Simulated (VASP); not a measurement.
Input of a VASP 6.6.1 run:

INCAR

```
PREC = Accurate ; ENCUT = 600
EDIFF = 1E-7 ; ISMEAR = 0
SIGMA = 0.1 ; LREAL = F
LASPH = T ; NELM = 60
ALGO = Fast ; ISIF = 3
LWAVE = F ; LCHARG = F
GGA = PS ; IBRION = 2
NSW = 90 ; EDIFFG = -0.005
```

The input KPOINTS:

```
regular mesh
0
Gamma
  20 20 20
```

The input POSCAR:

```
Rh
1.0
   -1.5110298100      1.5110298100      1.5110298100
    1.5110298100     -1.5110298100      1.5110298100
    1.5110298100      1.5110298100     -1.5110298100
Rh
1
Direct
    0.0000000000      0.0000000000      0.0000000000
```

Potentials or basis: VASP PAW PBE potentials, release 64 (Rh_pv).

The run is started by

```bash
$ cat potpaw_PBE.64/Rh_pv/POTCAR > POTCAR
$ mpirun -np 1 vasp_std > vasp.out
```

**Question.** Estimate the relaxed volume.

**Answer.** 13.88 Å³/atom.

**Question.** What does it give for the space group after relaxing (to 0.05 Å)?

**Answer.** Im-3m (No. 229).

**Question.** Estimate the relaxed cell.

**Answer.** a = 2.622 Å, b = 2.622 Å, c = 2.622 Å, α = 109.47°, β = 109.47°, γ = 109.47°.

The path:
```tsv
step	energy change (eV)	largest force (eV/Å)	pressure (GPa)	volume (Å³)
1	0.0000	0.0000	1.55	13.80
2	0.0018	0.0000	-3.58	14.07
3	-0.0004	0.0000	-0.02	13.88
```

Caveat: the PAW data sets were made with another functional, which shifts forces and pressure a little.
